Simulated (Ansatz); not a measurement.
# C6H6O: the cost of one run

Method: the levels named in each step, in Ansatz 0.2.0.

## Step 1: The structure to begin with

Bond lengths: O1–C2 1.361 Å, C2–C3 1.391 Å, C3–C4 1.381 Å, C4–C5 1.386 Å, C5–C6 1.384 Å, C2–C7 1.389 Å, C6–C7 1.383 Å, O1–H8 0.965 Å, C3–H9 1.078 Å, C4–H10 1.080 Å, C5–H11 1.079 Å, C6–H12 1.080 Å, C7–H13 1.083 Å. Angles (14 of 19 angles, heavy atoms first): O1–C2–C3 118.2°, O1–C2–C7 122.0°, C3–C2–C7 119.7°, C2–C3–C4 119.8°, C3–C4–C5 120.5°, C4–C5–C6 119.7°, C5–C6–C7 120.3°, C2–C7–C6 120.0°, C2–O1–H8 109.7°, C2–C3–H9 118.7°, C4–C3–H9 121.4°, C3–C4–H10 119.5°, C5–C4–H10 120.0°, C4–C5–H11 120.2°.

As a file:

```xyz
13

O     2.2359   -0.3125   -0.2812
C     0.9012   -0.1105   -0.1058
C     0.0255   -1.1163   -0.5028
C    -1.3353   -0.9452   -0.3417
C    -1.8360    0.2218    0.2130
C    -0.9648    1.2207    0.6095
C     0.4001    1.0591    0.4525
H     2.7261    0.4565    0.0335
H     0.4319   -2.0180   -0.9326
H    -2.0102   -1.7293   -0.6515
H    -2.9004    0.3511    0.3363
H    -1.3456    2.1327    1.0453
H     1.0824    1.8402    0.7633
```

## Step 2: A rough first relaxation, PBE-D4/def2-SVP

input.yaml

```yaml
crystal:
  periodic: [false, false, false]
  atoms:
    - { symbol: O, position_ang: [2.2359, -0.31254, -0.28123] }
    - { symbol: C, position_ang: [0.90122, -0.11045, -0.10578] }
    - { symbol: C, position_ang: [0.02548, -1.11629, -0.5028] }
    - { symbol: C, position_ang: [-1.33525, -0.94519, -0.34174] }
    - { symbol: C, position_ang: [-1.83604, 0.22176, 0.21304] }
    - { symbol: C, position_ang: [-0.96482, 1.22069, 0.60954] }
    - { symbol: C, position_ang: [0.40014, 1.0591, 0.45249] }
    - { symbol: H, position_ang: [2.72607, 0.45648, 0.03354] }
    - { symbol: H, position_ang: [0.43189, -2.01798, -0.9326] }
    - { symbol: H, position_ang: [-2.01024, -1.72933, -0.65151] }
    - { symbol: H, position_ang: [-2.90041, 0.35111, 0.33628] }
    - { symbol: H, position_ang: [-1.34561, 2.13272, 1.04525] }
    - { symbol: H, position_ang: [1.08242, 1.84022, 0.76326] }
basis:
  gaussian: { orbitals: def2-SVP }
hamiltonian:
  xc: pbe
  dispersion: d4
relax:
  f_tol: 0.03
  max_steps: 200
```

On the command line:

```bash
$ ansatz run input.yaml --threads 4 --pin off --max-ram 10240MiB --backend cpu --events-out ev --progress --plain --runs-dir out
```

Q: Estimate wall time and peak memory on 4 threads of Arm Neoverse V2, shared host.

About 6.9 s, with a peak of 0.17 GiB.
